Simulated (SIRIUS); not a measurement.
## As in SIRIUS: the effect of functional

The system is As.

```
As
1.0
     2.97948   -0.10062    0.32377
    -0.10062    2.58301    0.26188
     0.32377    0.26188    2.54855
As
1
Cartesian
  1.6013 1.3721 1.5671
```

Alike in all runs:

- Program: SIRIUS 7.10.0
- Task: single point
- Potentials or basis: PseudoDojo 0.4.1 PBE standard (scalar relativistic)
- Cutoff: 1152 eV
- Density cutoff: 4606 eV
- k mesh: 5 × 5 × 6
- Occupations: fermi-dirac, width 0.05 eV
- Spin: no spin polarisation

```tsv
functional	pressure (GPa)
LDA	0.7
PBE	7.1
PBEsol	?
RPBE	9.3
revPBE	8.7
BLYP	13.8
PW91	7.4
AM05	2.5
B86bPBE	8.1
mPWLYP	13.7
APBE	8.4
```

Question: What does the run with functional PBEsol give?

Answer: Pressure 3.1 GPa.

Caveats: all runs use coarse meshes; the potentials were made for another functional, which shifts forces and pressure (some runs).
